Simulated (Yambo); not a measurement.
**PbO (Litharge): G0W0 quasiparticle levels with PBEsol**

Crystal: PbO (Litharge).

```
Pb O
1.0
     3.99000    0.00000    0.00000
     0.00000    3.99000    0.00000
     0.00000    0.00000    5.01000
Pb O
2 2
Direct
  0.50000 0.00000 0.76000
  0.00000 0.50000 0.24000
  0.50000 0.50000 0.00000
  0.00000 0.00000 0.00000
```

- Program: Yambo 5.3.0
- Task: G0W0 quasiparticle levels
- Functional: PBEsol
- Potentials or basis: PseudoDojo 0.4.1 SR PBEsol standard
- Cutoff: 1143 eV
- Density cutoff: 4572 eV
- k mesh: 4 × 4 × 4
- Occupations: fixed
- Spin: no spin polarisation
- k mesh of the self-consistent run: 8 × 8 × 6
- Random integration of the Coulomb term: yes
- Direction of the field or of q to 0: x + y + z
- Broadening: 0.1 eV
- States corrected: Γ and the k points of the band edges
- Frequency dependence of W: plasmon pole
- Terminator of the band sum in the self-energy: Bruneval-Gonze
- Quasiparticle equation: linearised (Newton)
- Imaginary frequency of the plasmon-pole fit: 27.2114 eV
- Bands in the response: 120
- Bands in the self-energy: 120
- Cutoff of the response matrix: 12 Ry
- Cutoff of exchange and Vxc: 40 Ry
- Bands corrected (first, last): [20, 21]

```yaml
Band_gap_on_the_k_mesh_mean-field_level: 1.09 eV, indirect (least direct gap 2.02 eV)
Quasiparticle_gap: 1.43 eV
Least_direct_quasiparticle_gap: 2.15 eV
Quasiparticle_gap_at_Γ: 2.76 eV
Band_gap_of_the_same_states_before_the_correction: 1.08 eV
```

Quasiparticle terms (eV):
| k point | band | Kohn-Sham level | Vxc | Σx | Σc | Z | result |
| --- | --- | --- | --- | --- | --- | --- | --- |
| (0.000, 0.000, 0.000) | 20 | 0.00 | -17.38 | -20.00 | 2.16 | 0.78 | -0.36 |
| (0.000, 0.000, 0.000) | 21 | 2.34 | -11.89 | -8.70 | -3.12 | 0.83 | 2.40 |
| (-0.500, -0.500, 0.000) | 20 | -0.93 | -20.04 | -24.74 | 4.50 | 0.75 | -1.08 |
| (-0.500, -0.500, 0.000) | 21 | 1.09 | -9.73 | -6.89 | -2.86 | 0.83 | 1.07 |

Caveat: the potentials hold a filled d shell without the s and p states of that shell, which can shift GW gaps by tenths of an eV, either way; this version prints the column dSc/dw multiplied by 27.2; the terminator is approximate in this version, by hundredths of an eV; the quasiparticle gap listed is the Kohn-Sham gap on the denser mesh of the self-consistent run plus the correction found on the GW mesh, so it differs from the gap in the log; spin-orbit coupling is left out, which as a rule narrows the gap of such compounds by several tenths of an eV. A k mesh can miss the band edges.
